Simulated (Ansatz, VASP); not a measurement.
## One calculation of CO2, two programs

Contents of INCAR:

```
  ALGO = Fast
  EDIFF = 1E-6
  ENCUT = 520
  GGA = PE
  ISIF = 2
  ISMEAR = 0
  IVDW = 12
  LASPH = True
  LCHARG = False
  LREAL = False
  LWAVE = False
  NBANDS = 25
  NELM = 100
  PREC = Accurate
  SIGMA = 0.1
```

File KPOINTS:

```
k-points
0
Gamma
  4 4 4
```

File POSCAR:

```
CO2
1.0
    4.2272127900      0.0000000000      0.0000000000
    0.0000000000      4.2272127900      0.0000000000
    0.0000000000      0.0000000000      4.6877715900
C O
2 4
Direct
    0.5000000000      0.5000000000      0.5000000000
    0.0000000000      0.0000000000      0.0000000000
    0.3048268600      0.6951731400      0.5000000000
    0.6951731400      0.3048268600      0.5000000000
    0.1951731400      0.1951731400      0.0000000000
    0.8048268600      0.8048268600      0.0000000000
```

Input for Ansatz:

```yaml
crystal:
  lattice:
    - [4.22721279, 0.0, 0.0]
    - [0.0, 4.22721279, 0.0]
    - [0.0, 0.0, 4.68777159]
  atoms:
    - { symbol: C, position: [0.5, 0.5, 0.5] }
    - { symbol: C, position: [0.0, 0.0, 0.0] }
    - { symbol: O, position: [0.30482686, 0.69517314, 0.5] }
    - { symbol: O, position: [0.69517314, 0.30482686, 0.5] }
    - { symbol: O, position: [0.19517314, 0.19517314, 0.0] }
    - { symbol: O, position: [0.80482686, 0.80482686, 0.0] }
basis:
  ecutwfc: 420
kpoints:
  mp_grid: { grid: [4, 4, 4] }
hamiltonian:
  xc: pbe
  dispersion: d3bj
scf:
  occupations: { method: gaussian, width: 0.1 }
output:
  forces: true
  stress: true
  eigenvalues: true
```

The cell comes from a database or a generator and needn't be the stable form of this composition.

Alike in both runs: task single point; functional PBE; dispersion D3(BJ); k mesh 4 × 4 × 4; occupations gaussian, width 0.1 eV; no spin polarisation.

|  | VASP | Ansatz |
| --- | --- | --- |
| version | VASP 6.6.1 | Ansatz 0.2.0 |
| potentials or method | VASP PAW PBE potentials, release 64 (C, O) | scalar-relativistic, plane waves, PAW |
| plane-wave cutoff (eV) | 520 | 420 |
| valence electrons in the cell | 32 | 32 |

Ansatz gave:

```
gap on the k mesh at the Fermi level (eV)       : 6.59
least direct gap on the mesh (eV)               : 7.06
pressure (GPa)                                  : 1.5
largest component of the traceless stress (GPa) : 0.43
rms of the force components (eV/Å)              : 0.069
```

Q: What did VASP give for the same quantities?

A: gap on the k mesh at the Fermi level (eV): 6.57; least direct gap on the mesh (eV): 7.04; pressure (GPa): 3.1; largest component of the traceless stress (GPa): 2.35; rms of the force components (eV/Å): 0.372.

Atom by atom the forces differ by 0.303 eV/Å (rms over components).

Caveats: the standard files for N, O and F lose accuracy on very short bonds. A k mesh can miss the band edges.
